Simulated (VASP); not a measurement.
Wanted: the native input for a VASP 6.6.1 run.

- Task: relaxation of cell and atoms
- Functional: PBE
- Potentials or basis: VASP PAW PBE potentials, release 64 (C, Si)
- Cutoff: 600 eV
- k mesh: 8 × 8 × 8
- Occupations: gaussian, width 0.02 eV
- Spin: no spin polarisation
- Further INCAR settings: ALGO = Fast; EDIFF = 1e-06; IBRION = 2; EDIFFG = -0.01; NSW = 40; ISIF = 3

The structure of Si3C lies in POSCAR:

```
Si3C
1.0
    0.0000000000     -2.4872308900     -2.4872308900
   -2.4872308900      0.0000000000     -2.4872308900
    2.4872308900      2.4872308900     -4.9744617800
C Si
1 3
Direct
    0.8750000000      0.8750000000      0.3750000000
    0.3750000000      0.3750000000      0.8750000000
    0.7500000000      0.7500000000      0.7500000000
    0.2500000000      0.2500000000      0.2500000000
```

The cell comes from a database or a generator and needn't be the stable form of this composition.

These files were run (other wordings do the same):

INCAR

```
SYSTEM = Si3C
PREC     = Accurate       ! precision mode
ENCUT    = 600            ! plane-wave cutoff, eV
EDIFF    = 1E-6           ! SCF threshold, eV
ISMEAR   = 0              ! smearing method
SIGMA    = 0.02           ! smearing width, eV
LREAL    = .False.        ! projectors in reciprocal space
LASPH    = .True.         ! aspherical terms in the spheres
NELM     = 100            ! most SCF steps
ALGO     = Fast           ! electronic algorithm
ISIF     = 3              ! what is computed and relaxed
LWAVE    = .False.        ! write WAVECAR
LCHARG   = .False.        ! write CHGCAR
GGA      = PE             ! functional
IBRION   = 2              ! ionic algorithm
NSW      = 40             ! ionic steps
EDIFFG   = -0.01          ! ionic threshold
```

KPOINTS

```
Automatic mesh
0
Gamma
  8 8 8
  0 0 0
```

Potentials or basis: VASP PAW PBE potentials, release 64 (C, Si).

Command:

```sh
$ cat potpaw_PBE.64/C/POTCAR potpaw_PBE.64/Si/POTCAR > POTCAR
$ mpirun -np 1 vasp_std > vasp.out
```

Results of the run:

| Item | Value |
| --- | --- |
| Relaxed volume | 14.61 Å³/atom |
| Relaxed cell | a = 3.361 Å, b = 3.361 Å, c = 6.280 Å, α = 74.48°, β = 74.48°, γ = 60.00° |
| Space group after relaxing (to 0.05 Å) | R3m (No. 160) |
| Energy gained by relaxing | 275.0 meV/atom |
| Ionic steps | 16 |
| Pressure after relaxing | 0.0 GPa |
| Largest force after relaxing | 0.005 eV/Å |
| Band gap on the k mesh | none (metal or under the smearing width) |

It took 5.9 min on 1 thread of Intel(R) Xeon(R) Platinum 8259CL CPU @ 2.50GHz (Skylake/Cascade Lake), on a shared host, peak memory 0.23 GiB.
